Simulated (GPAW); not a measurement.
**Pt: equation of state with PBE**

The system is Pt.

```
CELL_PARAMETERS angstrom
0.00000 1.96090 1.96090
1.96090 0.00000 1.96090
1.96090 1.96090 0.00000
ATOMIC_POSITIONS crystal
Pt 0.00000 0.00000 0.00000
```

* Program: GPAW 26.7.0
* Task: equation of state
* Functional: PBE
* Potentials or basis: GPAW PAW data sets (gpaw-data 1.2.1)
* Cutoff: 600 eV
* Basis: pw
* k mesh: 12 × 12 × 12
* Occupations: fermi-dirac, width 0.05 eV
* Spin: no spin polarisation

| Property | Result |
| --- | --- |
| Equilibrium volume | 15.64 Å³/atom |
| Bulk modulus | 245 GPa |
| Pressure derivative of the bulk modulus | 5.4 |

Energy against volume, from the lowest point:
```csv
volume (Å³/atom),energy (meV/atom)
14.175,128.89
14.477,77.59
14.778,40.61
15.080,16.31
15.381,3.20
15.683,0.00
15.985,5.54
```

It took 76 s on 1 thread of Arm Neoverse V1 (shared host), peak memory 0.2 GiB.

The run has no spin-orbit coupling, so splittings on Pt are missing. PBE usually gives volumes a little too large and moduli too small.
